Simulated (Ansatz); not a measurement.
We consider fluorite SrF2, described by RPBE (Ansatz, a first-principles code, PAW).

Settings: plane-wave cutoff 520 eV, 10×10×10 k mesh, Fermi–Dirac smearing 0.01 eV, scalar-relativistic PAW data made under PBE.

Cell (relaxed at this level):

```
CELL_PARAMETERS angstrom
      0.00000     2.98164     2.98164
      2.98164     0.00000     2.98164
      2.98164     2.98164     0.00000
ATOMIC_POSITIONS crystal
  Sr 0.00000 0.00000 0.00000
  F  0.25000 0.25000 0.25000
  F  0.75000 0.75000 0.75000
```

Question: Predict the bulk modulus, band gap, smallest direct gap on the k points sampled and pressure derivative B′ of the bulk modulus.

Answer: 
- bulk modulus = 54.7 GPa
- band gap = 6.81 eV
- smallest direct gap on the k points sampled = 6.92 eV
- pressure derivative B′ of the bulk modulus = 4.5

Measured, for comparison: band gap 11.1 eV (temperature not stated, no zero-point or thermal correction; as tabulated in Aguado et al. (1999), arXiv:cond-mat/9901145); bulk modulus 69 GPa (temperature not stated, no zero-point or thermal correction; as tabulated in On the Morphology of Group II Metal Fluoride Nanocrystals at Finite Temperature …). Computed (rounded) less measured: bulk modulus -21 %.

Spin–orbit coupling is not included.

Static lattice: no zero-point or thermal effects.
